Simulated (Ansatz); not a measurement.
Single point in Ansatz 0.2.0 with r2SCAN, no spin polarisation. Cutoff 500 eV, PAW datasets, 5×5×5 Γ-centred k mesh, fermi-dirac filling (width 0.0139 eV).

Computed maps in the lattice plane spanned by a (left to right, 6.15 Å, 19 points from zero) and b (bottom to top, 6.15 Å, 19 points from zero), 90° apart, at height 0.750 along c. The fields are smooth PAW ones with compensation charges, not the true ones near nuclei.

Valence density. Digits on a logarithmic scale: 0 up to 0.03 e/Å³, each further digit a factor of 1.6, 9 from 1.3 e/Å³ up:
```
7642100000023579999
8642100000024679999
8642100000024679999
7642100000123579999
6532110001123467777
5432222222223445665
3333333333333334444
2233445555433222222
1234567776543211001
0134679998653200000
0135699999753100000
0135799999753100000
0134689999753100000
0124578997643210000
1223456766533211001
2233344444333222222
3333222222233334444
5432211111223445666
6532100000123467887
```

Problem. The cell is InAgSe₂. Which atoms lie within 0.2 Å of this plane, and where (fractions of a and b)?

Solution. Se at (0.38, 0.38), Se at (0.88, 0.88). The whole cell:
```yaml
crystal:
  lattice:
    - [0.00000, 6.15350, 0.00000]
    - [6.15350, 0.00000, 0.00000]
    - [3.07675, 3.07675, -6.03247]
  atoms:
    - { symbol: Se, position: [0.37500, 0.37500, 0.75000] }
    - { symbol: Se, position: [0.62500, 0.12500, 0.25000] }
    - { symbol: Se, position: [0.87500, 0.87500, 0.75000] }
    - { symbol: Se, position: [0.12500, 0.62500, 0.25000] }
    - { symbol: In, position: [0.50000, 0.50000, 0.00000] }
    - { symbol: In, position: [0.25000, 0.75000, 0.50000] }
    - { symbol: Ag, position: [0.00000, 0.00000, 0.00000] }
    - { symbol: Ag, position: [0.75000, 0.25000, 0.50000] }
```

Origin: a known structure type with other elements, at an estimated volume, so it need not be a known compound.
